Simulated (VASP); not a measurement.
# CaF2 (sol) (Fm-3m) in VASP: further runs

The runs below take CaF2 (sol) through single point, relaxation of cell and atoms, with PBEsol.

Everything below comes from runs of VASP 6.6.1. Logs are shortened: lines on timing, memory, paths and dates and some standing lists are left out, and cuts for length are marked.

## 1. Starting point

The structure is cubic, space group Fm-3m (No. 225). Conventional cell: a = 5.421 Å, b = 5.421 Å, c = 5.421 Å, α = 90.00°, β = 90.00°, γ = 90.00°. Ca (site symmetry m-3m) is surrounded by 8 F at 2.35 Å. F (site symmetry -43m) has 4 Ca at 2.35 Å as nearest neighbours.

## 2. Single point, PBEsol

INCAR

```
PREC     = Accurate       # precision mode
ENCUT    = 520            # plane-wave cutoff, eV
EDIFF    = 1E-6           # SCF threshold, eV
ISMEAR   = 0              # smearing method
SIGMA    = 0.02           # smearing width, eV
LREAL    = False          # projectors in reciprocal space
LASPH    = True           # aspherical terms in the spheres
NELM     = 100            # most SCF steps
ALGO     = Normal         # electronic algorithm
ISIF     = 2              # what is computed and relaxed
LWAVE    = False          # write WAVECAR
LCHARG   = True           # write CHGCAR
GGA      = PS             # functional
LELF     = True           # ELF
LVHAR    = True         
NBANDS   = 19             # bands
```

KPOINTS

```
regular mesh
0
Gamma
  8 8 8
```

POSCAR

```
CaF2
1.0
    0.0000000000      2.7103834723      2.7103834723
    2.7103834723      0.0000000000      2.7103834723
    2.7103834723      2.7103834723      0.0000000000
Ca F
1 2
Direct
    0.0000000000      0.0000000000      0.0000000000
    0.2500000000      0.2500000000      0.2500000000
    0.7500000000      0.7500000000      0.7500000000
```

Potentials or basis: VASP PAW PBE potentials, release 64 (Ca_sv, F).

The run is started by

```bash
cat potpaw_PBE.64/Ca_sv/POTCAR potpaw_PBE.64/F/POTCAR > POTCAR
mpirun -np 1 vasp_std > vasp.out
```

OUTCAR:

```text
PREC = Accurate
   ENCUT = 520
   EDIFF = 1E-6
   ISMEAR = 0
   LREAL = False
   LASPH = True
   NELM = 100
   ISIF = 2
   GGA = PS

 ion  position               nearest neighbor table
   1  0.000  0.000  0.000-   3 2.35   3 2.35   3 2.35   2 2.35   3 2.35   2 2.35   2 2.35   2 2.35

   2  0.250  0.250  0.250-   1 2.35   1 2.35   1 2.35   1 2.35
   3  0.750  0.750  0.750-   1 2.35   1 2.35   1 2.35   1 2.35

  LATTYP: Found a face centered cubic cell.
 ALAT       =     5.4207669446

  Lattice vectors:

 A1 = (   0.0000000000,   2.7103834723,   2.7103834723)
 A2 = (   2.7103834723,   0.0000000000,   2.7103834723)
 A3 = (   2.7103834723,   2.7103834723,   0.0000000000)

Analysis of symmetry for initial positions (statically):
=====================================================================
 Subroutine PRICEL returns:
 Original cell was already a primitive cell.

 Routine SETGRP: Setting up the symmetry group for a
 face centered cubic supercell.

 Subroutine GETGRP returns: Found 48 space group operations
 (whereof 48 operations were pure point group operations)
 out of a pool of 48 trial point group operations.

The static configuration has the point symmetry O_h .

Analysis of symmetry for dynamics (positions and initial velocities):
=====================================================================
 Subroutine PRICEL returns:
 Original cell was already a primitive cell.

 Routine SETGRP: Setting up the symmetry group for a
 face centered cubic supercell.

 Subroutine GETGRP returns: Found 48 space group operations
 (whereof 48 operations were pure point group operations)
 out of a pool of 48 trial point group operations.

The dynamic configuration has the point symmetry O_h .

 Subroutine INISYM returns: Found 48 space group operations
 (whereof 48 operations are pure point group operations),
 and found     1 'primitive' translations

----------------------------------------------------------------------------------------

                                     Primitive cell

  volume of cell :      39.8219

  direct lattice vectors                    reciprocal lattice vectors
     0.000000000  2.710383472  2.710383472    -0.184475741  0.184475741  0.184475741
     2.710383472  0.000000000  2.710383472     0.184475741 -0.184475741  0.184475741
     2.710383472  2.710383472  0.000000000     0.184475741  0.184475741 -0.184475741

  length of vectors
     3.833061066  3.833061066  3.833061066     0.319521357  0.319521357  0.319521357

  position of ions in fractional coordinates (direct lattice)
     0.000000000  0.000000000  0.000000000
     0.250000000  0.250000000  0.250000000
     0.750000000  0.750000000  0.750000000

  ion indices of the primitive-cell ions
   primitive index   ion index
                 1           1
                 2           2
                 3           3

----------------------------------------------------------------------------------------

 KPOINTS: regular mesh

Automatic generation of k-mesh.
 Grid dimensions read from file:
 generate k-points for:    8    8    8

 Generating k-lattice:

  Cartesian coordinates                     Fractional coordinates (reciprocal lattice)
    -0.023059468  0.023059468  0.023059468     0.125000000  0.000000000  0.000000000
     0.023059468 -0.023059468  0.023059468     0.000000000  0.125000000  0.000000000
     0.023059468  0.023059468 -0.023059468     0.000000000  0.000000000  0.125000000

  Length of vectors
     0.039940170  0.039940170  0.039940170

  Shift w.r.t. Gamma in fractional coordinates (k-lattice)
     0.000000000  0.000000000  0.000000000

 Subroutine IBZKPT returns following result:
 ===========================================

 Found     29 irreducible k-points:

 Following reciprocal coordinates:
            Coordinates               Weight
  0.000000  0.000000  0.000000      1.000000
  0.125000  0.000000  0.000000      8.000000
  0.250000  0.000000  0.000000      8.000000
  0.375000  0.000000  0.000000      8.000000
  0.500000  0.000000  0.000000      4.000000
  0.125000  0.125000  0.000000      6.000000
[... 16 lines left out ...]
  0.500000  0.250000  0.125000     48.000000
 -0.375000  0.250000  0.125000     24.000000
 [... further k-points ...]
   k-points           NKPTS =     29   k-points in BZ     NKDIM =     29   number of bands    NBANDS=     19
   number of dos      NEDOS =    301   number of ions     NIONS =      3
   total plane-waves  NPLWV =  27000
   dimension x,y,z NGX =    30 NGY =   30 NGZ =   30
   dimension x,y,z NGXF=    60 NGYF=   60 NGZF=   60
   ions per type =               1   2
   NGX,Y,Z   is equivalent  to a cutoff of  13.01, 13.01, 13.01 a.u.
   NGXF,Y,Z  is equivalent  to a cutoff of  26.02, 26.02, 26.02 a.u.
 SYSTEM =  unknown system
   PREC   = accura    normal or accurate (medium, high low for compatibility)
   ISTART =      0    job   : 0-new  1-cont  2-samecut
   ICHARG =      2    charge: 1-file 2-atom 10-const
   ISPIN  =      1    spin polarized calculation?
   LNONCOLLINEAR =      F non collinear calculations
   LSORBIT =      F    spin-orbit coupling
   LASPH  =      T    aspherical Exc in radial PAW
   ENCUT  =  520.0 eV  38.22 Ry    6.18 a.u.   7.13  7.13  7.13*2*pi/ulx,y,z
   NELM   =    100;   NELMIN=  2; NELMDL= -5     # of ELM steps
   EDIFF  = 0.1E-05   stopping-criterion for ELM
   LREAL  =      F    real-space projection
   EDIFFG = 0.1E-04   stopping-criterion for IOM
   NSW    =      0    number of steps for IOM
   IBRION =     -1    ionic relax: 0-MD 1-quasi-New 2-CG
   NFREE  =      0    steps in history (QN), initial steepest desc. (CG)
   ISIF   =      2    stress and relaxation
   ISYM   =      2    0-nonsym 1-usesym 2-fastsym
   POTIM  = 0.5000    time-step for ionic-motion
   TEBEG  =    0.0;   TEEND  =   0.0 temperature during run
   PSTRESS=    0.0 pullay stress
   NELECT =      24.0000    total number of electrons
   NUPDOWN=      -1.0000    fix difference up-down
   EMIN   =  10.00;   EMAX   =-10.00  energy-range for DOS
   EFERMI =   0.00;   METHOD = LEGACY
   ISMEAR =     0;   SIGMA  =   0.02  broadening in eV -4-tet -1-fermi 0-gaus
   EFERMI_NEDOS =   21; number of points for ismear=-14 and -15
   IALGO  =     38    algorithm
   IMIX   =      4    mixing-type and parameters
     AMIX     =   0.40;   BMIX     =  1.00
     AMIX_MAG =   1.60;   BMIX_MAG =  1.00
  volume/ion in A,a.u.               =      13.27        89.58
  Fermi-wavevector in a.u.,A,eV,Ry     =   1.382838  2.613184 26.017602  1.912240
  Thomas-Fermi vector in A             =   2.507492
   LORBIT       =      0    0 simple, 1 ext, 2 COOP (PROOUT), +10 PAW based schemes
   GGA     = PS    functional components
   LHFCALC =     F    Hartree Fock is set to
   AEXX    =    0.0000 exact exchange contribution
   IVDW    =     0    specifies the selected vdW correction
   LEPSILON=     F    determine dielectric tensor
   LRPA    =     F    only Hartree local field effects (RPA)
 non-spin polarized calculation
 Gauss-broadening in eV      SIGMA  =   0.02
  energy-cutoff  :      520.00
  volume of cell :       39.82
 maximum number of plane-waves:      1090
 NGX is ok and might be reduce to    30
   NGX = 15   NGY = 15   NGZ = 15

 number of electron      23.9999982 magnetization

 Free energy of the ion-electron system (eV)
  ---------------------------------------------------
  ext. energy  EPLUGINS =         0.00000000
  ---------------------------------------------------
  free energy    TOTEN  =       -17.89991053 eV

  energy without entropy =      -17.89991053  energy(sigma->0) =      -17.89991053

 E-fermi :  -0.8377     XC(G=0): -10.0159

 val. band max:       -0.9608388967   @ k =   0.5000   0.5000   0.0000
 cond. band min:       6.2622062084   @ k =   0.0000   0.0000   0.0000
 fundamental gap:      7.2230451051
 Fermi energy:        -0.8377311757

 k-point     1 :       0.0000    0.0000    0.0000
  band No.  band energies     occupation
      1     -36.6650      2.00000
      2     -20.8397      2.00000
      3     -20.0150      2.00000
      4     -17.6893      2.00000
      5     -17.6893      2.00000
      6     -17.6893      2.00000
[... 11 lines left out ...]
     18      10.4430      0.00000
     19      15.9770      0.00000

 k-point     2 :       0.1250    0.0000    0.0000
  band No.  band energies     occupation
      1     -36.6592      2.00000
      2     -20.8828      2.00000
      3     -20.0573      2.00000
      4     -17.6965      2.00000
      5     -17.6965      2.00000
      6     -17.6165      2.00000
[... 11 lines left out ...]
     18      10.3995      0.00000
     19      15.2615      0.00000

 k-point     3 :       0.2500    0.0000    0.0000
  band No.  band energies     occupation
      1     -36.6452      2.00000
      2     -20.9557      2.00000
      3     -20.1957      2.00000
      4     -17.7135      2.00000
      5     -17.7135      2.00000
      6     -17.4322      2.00000
[... 11 lines left out ...]
     18      10.2950      0.00000
     19      13.9924      0.00000

 k-point     4 :       0.3750    0.0000    0.0000
  band No.  band energies     occupation
      1     -36.6311      2.00000
      2     -20.9837      2.00000
      3     -20.3795      2.00000
      4     -17.7304      2.00000
      5     -17.7304      2.00000
      6     -17.2407      2.00000
[... 407 lines left out ...]
     18      10.4005      0.00000
     19      14.5123      0.00000

 k-point    23 :       0.5000    0.2500    0.1250
  band No.  band energies     occupation
      1     -36.6234      2.00000
      2     -20.9743      2.00000
      3     -20.5120      2.00000
      4     -17.7578      2.00000
      5     -17.5734      2.00000
      6     -17.2743      2.00000
[... 11 lines left out ...]
     18      11.0159      0.00000
     19      13.8649      0.00000

 k-point    24 :      -0.3750    0.2500    0.1250
  band No.  band energies     occupation
      1     -36.6187      2.00000
      2     -20.9043      2.00000
      3     -20.6610      2.00000
      4     -17.7664      2.00000
      5     -17.5234      2.00000
      6     -17.2521      2.00000
[... 11 lines left out ...]
     18      11.5931      0.00000
     19      13.3604      0.00000

 [... further k-points ...]

------------------------ aborting loop because EDIFF is reached ----------------------------------------

  FORCE on cell =-STRESS in cart. coord.  units (eV):
  Direction    XX          YY          ZZ          XY          YZ          ZX
  --------------------------------------------------------------------------------------
  -------------------------------------------------------------------------------------
  Total        0.0838583      0.0838583      0.0838583      0.0000000     -0.0000000     -0.0000000
  in kB        3.3739175      3.3739175      3.3739175      0.0000000     -0.0000000     -0.0000000
  external PRESSURE =       3.3739175 kB  Pullay stress =       0.0000000 kB

 VOLUME and BASIS-vectors are now :
 -----------------------------------------------------------------------------
  energy-cutoff  :      520.00
  volume of cell :       39.82
      direct lattice vectors                 reciprocal lattice vectors
     0.000000000  2.710383472  2.710383472    -0.184475741  0.184475741  0.184475741
     2.710383472  0.000000000  2.710383472     0.184475741 -0.184475741  0.184475741
     2.710383472  2.710383472  0.000000000     0.184475741  0.184475741 -0.184475741

 POSITION                                       TOTAL-FORCE (eV/Angst)
 -----------------------------------------------------------------------------------
      0.00000      0.00000      0.00000        -0.000000     -0.000000      0.000000
      1.35519      1.35519      1.35519        -0.000000     -0.000000      0.000000
      4.06558      4.06558      4.06558         0.000000      0.000000     -0.000000
 -----------------------------------------------------------------------------------
    total drift:                                0.000000     -0.000000      0.000000

  FREE ENERGIE OF THE ION-ELECTRON SYSTEM (eV)
  ---------------------------------------------------
  free  energy   TOTEN  =       -17.8999105335 eV

  energy  without entropy=      -17.8999105335  energy(sigma->0) =      -17.89991053
```

It took 31 s on 1 thread of Intel Xeon Platinum 8175M at 2.50GHz (Skylake/Cascade Lake), shared host; peak memory 0.18 GiB.

What came out:

```yaml
Free_energy: -17.8999 eV
Pressure: 0.3 GPa
Band_gap_on_the_k_mesh: 7.22 eV, indirect (least direct gap 7.49 eV)
```

Caveat: the PAW data sets were made with another functional, which shifts forces and pressure a little.

(Continued in part 2 of 2.)
